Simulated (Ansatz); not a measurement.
**TiO₂ with one atom moved: Field gradients at the nuclei**

The cell is a COD entry, relaxed with PBE at fixed cell and then changed (atom 1 (Ti) moved by 0.10 Å).

```
Ti O
1.0
     4.51500    0.00000    0.00000
     0.00000    5.49700    0.00000
     0.00000    0.00000    4.93900
Ti O
4 8
Direct
  0.00000 0.17453 0.27025
  0.50000 0.32547 0.75000
  0.00000 0.82547 0.75000
  0.50000 0.67453 0.25000
  0.27040 0.38191 0.41969
  0.22960 0.11809 0.91969
  0.77040 0.11809 0.58031
  0.72960 0.38191 0.08031
  0.72960 0.61809 0.58031
  0.77040 0.88191 0.08031
  0.22960 0.88191 0.41969
  0.27040 0.61809 0.91969
```

Atom numbers follow the list; atoms alike are taken as one site, whose name carries the number of the first.

All values are calculated (Ansatz; DFT, PBE, plane waves and PAW (field gradients read without the response of the frozen cores, which leaves them typically 4 to 6 % off), scalar-relativistic, 420 eV cutoff, Γ-centred 5×4×4 k-points, Fermi–Dirac smearing 0.02 eV), not measured.

V_zz is the principal component of the electric field gradient with the largest magnitude, η = (V_xx − V_yy)/V_zz and C_Q = eQV_zz/h. ν_Q = 3|C_Q|/[2I(2I − 1)].

⁴⁷Ti: I = 5/2, Q = 302.0 mb; O-17: I = 5/2, Q = -25.58 mb. Nuclear quadrupole moments: year-2017 set (Pyykkö).

| site | atoms (order as listed) | first shell | C_Q (MHz) | η | ν_Q (MHz) |
| --- | --- | --- | --- | --- | --- |
| Ti1 | 1 | 6 O at 1.83–2.13 Å | 23.5 | 0.36 | 3.53 |
| Ti2 | 2 | 6 O at 1.87–2.09 Å | 20.1 | 0.68 | 3.01 |
| Ti3 | 3 | 6 O at 1.87–2.09 Å | 20.2 | 0.67 | 3.03 |
| Ti4 | 4 | 6 O at 1.87–2.09 Å | 19.9 | 0.69 | 2.99 |
| O5 | 5 | 3 Ti at 1.83–2.09 Å; also 1 Ti at 3.18 Å | 1.53 | 0.39 | 0.229 |
| O6 | 6 | 3 Ti at 1.87–2.09 Å; also 1 Ti at 3.18 Å | 1.76 | 0.34 | 0.264 |
| O7 | 7 | 3 Ti at 1.87–2.09 Å; also 1 Ti at 3.18 Å | 1.69 | 0.73 | 0.254 |
| O8 | 8 | 3 Ti at 1.92–2.09 Å; also 1 Ti at 3.18 Å | 2.01 | 0.60 | 0.301 |
| O9 | 9 | 3 Ti at 1.87–2.09 Å; also 1 Ti at 3.13 Å | 1.64 | 0.57 | 0.246 |
| O10 | 10 | 3 Ti at 1.87–2.13 Å; also 1 Ti at 3.18 Å | 1.71 | 0.39 | 0.256 |
| O11 | 11 | 3 Ti at 1.87–2.05 Å; also 1 Ti at 3.18 Å | 1.79 | 0.60 | 0.269 |
| O12 | 12 | 3 Ti at 1.87–2.09 Å; also 1 Ti at 3.23 Å | 1.83 | 0.45 | 0.274 |

At O5, O6 and O11 V_zz stands upright on the plane through its three neighbours (within 12°) in each case.

At this cell the PBE pressure is 6 GPa, so with PBE the cell would grow if it were relaxed. With the atom moved the PBE pressure is 6 GPa. The atoms aren't relaxed after the move (largest force 1.7 eV/Å).
